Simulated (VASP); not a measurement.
# BAs (F-43m) in VASP: notebook, part 2 of 2

VASP 6.6.1. Earlier steps stand in the parts before.

### Step 3. Single point, PBE, spin-orbit coupling, no magnetisation

INCAR

```
SYSTEM = BAs
ALGO = Normal
EDIFF = 1E-7
ENCUT = 400
GGA = PE
GGA_COMPAT = .False.
ISIF = 2
ISMEAR = 0
LASPH = .True.
LCHARG = .False.
LNONCOLLINEAR = .True.
LORBIT = 11
LREAL = .False.
LSORBIT = .True.
LWAVE = .False.
MAGMOM = 0 0 0 0 0 0
NBANDS = 24
NELM = 100
PREC = Accurate
SIGMA = 0.2
```

KPOINTS

```
k-points
0
Gamma
  7 7 7
  0 0 0
```

POSCAR

```
BAs
1.0
    0.0000000000      2.3885000000      2.3885000000
    2.3885000000      0.0000000000      2.3885000000
    2.3885000000      2.3885000000      0.0000000000
As B
1 1
Direct
    0.7500000000      0.7500000000      0.7500000000
    0.0000000000      0.0000000000      0.0000000000
```

Potentials or basis: VASP PAW PBE potentials, release 64 (As, B).

Command:

```
> cat potpaw_PBE.64/As/POTCAR potpaw_PBE.64/B/POTCAR > POTCAR
> mpirun -np 1 vasp_ncl > vasp.out
```

OUTCAR:

```text
SYSTEM = BAs
   EDIFF = 1E-7
   ENCUT = 400
   GGA = PE
   ISIF = 2
   ISMEAR = 0
   LASPH = .True.
   LNONCOLLINEAR = .True.
   LORBIT = 11
   LREAL = .False.
   LSORBIT = .True.
   NELM = 100
   PREC = Accurate

 Found     30 irreducible k-points:

 Following reciprocal coordinates:
            Coordinates               Weight
  0.000000  0.000000  0.000000      1.000000
  0.142857  0.000000  0.000000      4.000000
 -0.142857  0.000000  0.000000      4.000000
  0.285714  0.000000  0.000000      4.000000
 -0.285714  0.000000  0.000000      4.000000
  0.428571  0.000000  0.000000      4.000000
   k-points           NKPTS =     30   k-points in BZ     NKDIM =     30   number of bands    NBANDS=     24
   number of dos      NEDOS =    301   number of ions     NIONS =      2
   total plane-waves  NPLWV =  13824
   dimension x,y,z NGX =    24 NGY =   24 NGZ =   24
   dimension x,y,z NGXF=    48 NGYF=   48 NGZF=   48
   ions per type =               1   1
   NGX,Y,Z   is equivalent  to a cutoff of  11.81, 11.81, 11.81 a.u.
   NGXF,Y,Z  is equivalent  to a cutoff of  23.62, 23.62, 23.62 a.u.
 SYSTEM =  BAs
   PREC   = accura    normal or accurate (medium, high low for compatibility)
   ISTART =      0    job   : 0-new  1-cont  2-samecut
   ICHARG =      2    charge: 1-file 2-atom 10-const
   ISPIN  =      1    spin polarized calculation?
   LNONCOLLINEAR =      T non collinear calculations
   LSORBIT =      T    spin-orbit coupling
   LASPH  =      T    aspherical Exc in radial PAW
   ENCUT  =  400.0 eV  29.40 Ry    5.42 a.u.   5.51  5.51  5.51*2*pi/ulx,y,z
   NELM   =    100;   NELMIN=  2; NELMDL= -5     # of ELM steps
   EDIFF  = 0.1E-06   stopping-criterion for ELM
   LREAL  =      F    real-space projection
   EDIFFG = 0.1E-05   stopping-criterion for IOM
   NSW    =      0    number of steps for IOM
   IBRION =     -1    ionic relax: 0-MD 1-quasi-New 2-CG
   NFREE  =      0    steps in history (QN), initial steepest desc. (CG)
   ISIF   =      2    stress and relaxation
   ISYM   =      2    0-nonsym 1-usesym 2-fastsym
   POTIM  = 0.5000    time-step for ionic-motion
   TEBEG  =    0.0;   TEEND  =   0.0 temperature during run
   PSTRESS=    0.0 pullay stress
   NELECT =       8.0000    total number of electrons
   NUPDOWN=      -1.0000    fix difference up-down
   EMIN   =  10.00;   EMAX   =-10.00  energy-range for DOS
   EFERMI =   0.00;   METHOD = LEGACY
[... 213 lines left out ...]
    total drift:                               -0.000000     -0.000000     -0.000000

  FREE ENERGIE OF THE ION-ELECTRON SYSTEM (eV)
  ---------------------------------------------------
  free  energy   TOTEN  =       -11.4099048712 eV

  energy  without entropy=      -11.4099041142  energy(sigma->0) =      -11.40990449

 Spin-Orbit-Coupling matrix elements

 Ion:    1  E_soc:     -0.0211831
 l=   1
     0.0000000    -0.0035043    -0.0035043
    -0.0035043     0.0000000    -0.0035043
    -0.0035043    -0.0035043     0.0000000
 l=   2
     0.0000000    -0.0000133     0.0000000    -0.0000133    -0.0000129
    -0.0000133     0.0000000    -0.0000097    -0.0000133    -0.0000032
     0.0000000    -0.0000097     0.0000000    -0.0000097     0.0000000
    -0.0000133    -0.0000133    -0.0000097     0.0000000    -0.0000032
    -0.0000129    -0.0000032     0.0000000    -0.0000032     0.0000000
 l=   3
     0.0000000     0.0000000     0.0000000     0.0000000     0.0000000     0.0000000     0.0000000
     0.0000000     0.0000000     0.0000000     0.0000000     0.0000000     0.0000000     0.0000000
     0.0000000     0.0000000     0.0000000     0.0000000     0.0000000     0.0000000     0.0000000
     0.0000000     0.0000000     0.0000000     0.0000000     0.0000000     0.0000000     0.0000000
     0.0000000     0.0000000     0.0000000     0.0000000     0.0000000     0.0000000     0.0000000
     0.0000000     0.0000000     0.0000000     0.0000000     0.0000000     0.0000000     0.0000000
     0.0000000     0.0000000     0.0000000     0.0000000     0.0000000     0.0000000     0.0000000

 Ion:    2  E_soc:     -0.0000091
 l=   1
     0.0000000    -0.0000015    -0.0000015
    -0.0000015     0.0000000    -0.0000015
    -0.0000015    -0.0000015     0.0000000
 l=   2
     0.0000000     0.0000000     0.0000000     0.0000000     0.0000000
     0.0000000     0.0000000     0.0000000     0.0000000     0.0000000
     0.0000000     0.0000000     0.0000000     0.0000000     0.0000000
     0.0000000     0.0000000     0.0000000     0.0000000     0.0000000
     0.0000000     0.0000000     0.0000000     0.0000000     0.0000000
 l=   3
     0.0000000     0.0000000     0.0000000     0.0000000     0.0000000     0.0000000     0.0000000
     0.0000000     0.0000000     0.0000000     0.0000000     0.0000000     0.0000000     0.0000000
     0.0000000     0.0000000     0.0000000     0.0000000     0.0000000     0.0000000     0.0000000
     0.0000000     0.0000000     0.0000000     0.0000000     0.0000000     0.0000000     0.0000000
     0.0000000     0.0000000     0.0000000     0.0000000     0.0000000     0.0000000     0.0000000
     0.0000000     0.0000000     0.0000000     0.0000000     0.0000000     0.0000000     0.0000000
     0.0000000     0.0000000     0.0000000     0.0000000     0.0000000     0.0000000     0.0000000

 total charge

# of ion       s       p       d       tot
------------------------------------------
    1        1.172   1.664   0.089   2.925
    2        0.659   1.181   0.000   1.840
--------------------------------------------------
tot          1.831   2.845   0.089   4.765

 magnetization (x)

# of ion       s       p       d       tot
------------------------------------------
    1        0.000  -0.000  -0.000  -0.000
    2       -0.000   0.000   0.000   0.000
--------------------------------------------------
tot         -0.000   0.000  -0.000   0.000

 magnetization (y)

# of ion       s       p       d       tot
------------------------------------------
    1       -0.000  -0.000  -0.000  -0.000
    2        0.000   0.000   0.000   0.000
--------------------------------------------------
tot          0.000  -0.000  -0.000   0.000

 magnetization (z)

# of ion       s       p       d       tot
------------------------------------------
    1        0.000  -0.000   0.000   0.000
    2       -0.000   0.000   0.000  -0.000
--------------------------------------------------
tot         -0.000   0.000   0.000  -0.000
```

stdout:

```text
POSCAR found type information on POSCAR AsB
 POSCAR found :  2 types and       2 ions
 scaLAPACK will be used
 LDA part: xc-table for (Slater+PW92), standard interpolation
 POSCAR, INCAR and KPOINTS ok, starting setup
 FFT: planning ... GRIDC
 FFT: planning ... GRID_SOFT
 FFT: planning ... GRID
 WAVECAR not read
 entering main loop
```

Run time: 39 s. Hardware: 1 thread of Intel Xeon Platinum 8259CL at 2.50GHz (Skylake/Cascade Lake), shared host; peak memory 0.2 GiB.

The run converged, but some of its settings lie outside the range that counts as converged, so its numbers aren't taken as properties of the crystal.

Results:

```
Free energy                                           : -11.4099 eV
Pressure                                              : 3.5 GPa
Valence electrons inside the program's atomic spheres : As 2.92; B 1.84
```

### Step 4. Single point, PBE, spin-orbit coupling, no magnetisation

Edit INCAR of step 3 so:

```diff
@@ -3,3 +3,3 @@
 EDIFF = 1E-7
-ENCUT = 400
+ENCUT = 460
 GGA = PE
@@ -19,2 +19,2 @@
 PREC = Accurate
-SIGMA = 0.2
+SIGMA = 0.02
```

KPOINTS is that of step 3.

POSCAR is that of step 3.

Command:

```
> cat potpaw_PBE.64/As/POTCAR potpaw_PBE.64/B/POTCAR > POTCAR
> mpirun -np 1 vasp_ncl > vasp.out
```

It took 45 s on 1 thread of Intel Xeon Platinum 8259CL at 2.50GHz (Skylake/Cascade Lake), shared host; peak memory 0.2 GiB.

The run converged, but some of its settings lie outside the range that counts as converged, so its numbers aren't taken as properties of the crystal.

What came out:

```yaml
Free_energy: -11.4099 eV
Pressure: 3.5 GPa
Valence_electrons_inside_the_program's_atomic_spheres: As 2.92; B 1.84
```

### Step 5. Single point, PBE, spin-orbit coupling, no magnetisation

Edit INCAR of step 4 so:

```diff
@@ -3,3 +3,3 @@
 EDIFF = 1E-7
-ENCUT = 460
+ENCUT = 520
 GGA = PE
```

KPOINTS is that of step 4.

POSCAR is that of step 4.

Potentials or basis: VASP PAW PBE potentials, release 64 (As, B).

Command:

```
> cat potpaw_PBE.64/As/POTCAR potpaw_PBE.64/B/POTCAR > POTCAR
> mpirun -np 1 vasp_ncl > vasp.out
```

OUTCAR:

```text
SYSTEM = BAs
   EDIFF = 1E-7
   ENCUT = 520
   GGA = PE
   ISIF = 2
   ISMEAR = 0
   LASPH = .True.
   LNONCOLLINEAR = .True.
   LORBIT = 11
   LREAL = .False.
   LSORBIT = .True.
   NELM = 100
   PREC = Accurate

 Found     30 irreducible k-points:

 Following reciprocal coordinates:
            Coordinates               Weight
  0.000000  0.000000  0.000000      1.000000
  0.142857  0.000000  0.000000      4.000000
 -0.142857  0.000000  0.000000      4.000000
  0.285714  0.000000  0.000000      4.000000
 -0.285714  0.000000  0.000000      4.000000
  0.428571  0.000000  0.000000      4.000000
   k-points           NKPTS =     30   k-points in BZ     NKDIM =     30   number of bands    NBANDS=     24
   number of dos      NEDOS =    301   number of ions     NIONS =      2
   total plane-waves  NPLWV =  21952
[... 284 lines left out ...]
     0.0000000     0.0000000     0.0000000     0.0000000     0.0000000     0.0000000     0.0000000
     0.0000000     0.0000000     0.0000000     0.0000000     0.0000000     0.0000000     0.0000000
     0.0000000     0.0000000     0.0000000     0.0000000     0.0000000     0.0000000     0.0000000
     0.0000000     0.0000000     0.0000000     0.0000000     0.0000000     0.0000000     0.0000000
     0.0000000     0.0000000     0.0000000     0.0000000     0.0000000     0.0000000     0.0000000
     0.0000000     0.0000000     0.0000000     0.0000000     0.0000000     0.0000000     0.0000000

 total charge

# of ion       s       p       d       tot
------------------------------------------
    1        1.172   1.664   0.089   2.924
    2        0.659   1.181   0.000   1.840
--------------------------------------------------
tot          1.831   2.845   0.089   4.764

 magnetization (x)

# of ion       s       p       d       tot
------------------------------------------
    1        0.000   0.000   0.000   0.000
    2        0.000  -0.000   0.000   0.000
--------------------------------------------------
tot          0.000  -0.000   0.000   0.000

 magnetization (y)

# of ion       s       p       d       tot
------------------------------------------
    1        0.000   0.000   0.000   0.000
    2        0.000   0.000   0.000   0.000
--------------------------------------------------
tot          0.000   0.000   0.000   0.000

 magnetization (z)

# of ion       s       p       d       tot
------------------------------------------
    1        0.000  -0.000  -0.000  -0.000
    2       -0.000  -0.000   0.000  -0.000
--------------------------------------------------
tot         -0.000  -0.000  -0.000  -0.000
```

OSZICAR:

```text
N       E                     dE             d eps       ncg     rms          rms(c)
DAV:   1     0.170789289750E+02    0.17079E+02   -0.31642E+03  1440   0.584E+02
DAV:   2    -0.108704443299E+02   -0.27949E+02   -0.25852E+02  1920   0.120E+02
DAV:   3    -0.120469540303E+02   -0.11765E+01   -0.11627E+01  1880   0.202E+01
DAV:   4    -0.120509502470E+02   -0.39962E-02   -0.39958E-02  1536   0.133E+00
DAV:   5    -0.120509559944E+02   -0.57474E-05   -0.57474E-05  1800   0.564E-02    0.493E+00
DAV:   6    -0.114749215360E+02    0.57603E+00   -0.29915E-01  1496   0.469E+00    0.238E+00
DAV:   7    -0.114170050923E+02    0.57916E-01   -0.12213E-01  1696   0.221E+00    0.991E-01
DAV:   8    -0.114102101648E+02    0.67949E-02   -0.13520E-02  1504   0.785E-01    0.113E-01
DAV:   9    -0.114103381832E+02   -0.12802E-03   -0.71637E-04  1712   0.201E-01    0.673E-02
DAV:  10    -0.114104869716E+02   -0.14879E-03   -0.14365E-04  1560   0.737E-02    0.419E-02
DAV:  11    -0.114105074172E+02   -0.20446E-04   -0.14801E-05  1728   0.274E-02    0.138E-02
DAV:  12    -0.114105074911E+02   -0.73914E-07   -0.48724E-07  1616   0.476E-03
   1 F= -.11410507E+02 E0= -.11410507E+02  d E =-.493912E-27  mag=     0.0000     0.0000     0.0000
```

stdout:

```text
POSCAR found type information on POSCAR AsB
 POSCAR found :  2 types and       2 ions
 scaLAPACK will be used
 LDA part: xc-table for (Slater+PW92), standard interpolation
 POSCAR, INCAR and KPOINTS ok, starting setup
 FFT: planning ... GRIDC
 FFT: planning ... GRID_SOFT
 FFT: planning ... GRID
 WAVECAR not read
 entering main loop
```

Run time: 80 s. Hardware: 1 thread of Intel Xeon Platinum 8259CL at 2.50GHz (Skylake/Cascade Lake), shared host; peak memory 0.25 GiB.

The run converged, but some of its settings lie outside the range that counts as converged, so its numbers aren't taken as properties of the crystal.

Results:

```
Free energy                                           : -11.4105 eV
Pressure                                              : 3.5 GPa
Valence electrons inside the program's atomic spheres : As 2.92; B 1.84
```
